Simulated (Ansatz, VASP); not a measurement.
HfC in VASP and in Ansatz

INCAR

```
PREC = Accurate
ENCUT = 520
EDIFF = 1E-6
ISMEAR = -1
SIGMA = 0.08
LREAL = False
LASPH = True
NELM = 100
ALGO = Normal
ISIF = 2
LWAVE = False
LCHARG = False
GGA = PE
NBANDS = 14
```

Contents of KPOINTS:

```
regular mesh
0
Gamma
  11 11 11
```

Contents of POSCAR:

```
HfC
1.0
    0.0000000000      2.4709741679      2.4709741679
    2.4709741679      0.0000000000      2.4709741679
    2.4709741679      2.4709741679      0.0000000000
Hf C
1 1
Direct
    0.0000000000      0.0000000000      0.0000000000
    0.2500000000      0.2500000000      0.2500000000
```

Input for Ansatz:

```yaml
crystal:
  lattice:
    - [0.0, 2.4709741679, 2.4709741679]
    - [2.4709741679, 0.0, 2.4709741679]
    - [2.4709741679, 2.4709741679, 0.0]
  atoms:
    - { symbol: Hf, position: [0.0, 0.0, 0.0] }
    - { symbol: C, position: [0.25, 0.25, 0.25] }
kpoints:
  mp_grid: { grid: [11, 11, 11] }
scf:
  occupations: { method: fermi_dirac, width: 0.08 }
hamiltonian:
  xc: pbe
  pseudopotentials: { kind: all_electron, lapw: { basis_error: 0.001 } }
output:
  forces: true
  stress: true
  eigenvalues: true
```

Change from the starting cell: volume scaled by 0.9405.

Alike in both runs: task single point; functional PBE; k mesh 11 × 11 × 11; occupations fermi-dirac, width 0.08 eV; no spin polarisation.

```csv
,VASP,Ansatz
version,VASP 6.6.1,Ansatz 0.2.0
potentials or method,"VASP PAW PBE potentials, release 64 (Hf_pv, C)","all-electron LAPW, scalar-relativistic"
plane-wave cutoff (eV),520,see its input
```

|  | VASP | Ansatz | Ansatz less VASP |
| --- | --- | --- | --- |
| pressure (GPa) | 10.5 | 10.7 | +0.26 |

Ansatz ran all-electron here, so the differences hold the error of VASP's frozen core and of both bases.

Caveats: spin-orbit coupling is left out, which moves the levels of the heavy elements; an odd mesh through Γ misses points on the zone boundary, where band edges often lie.
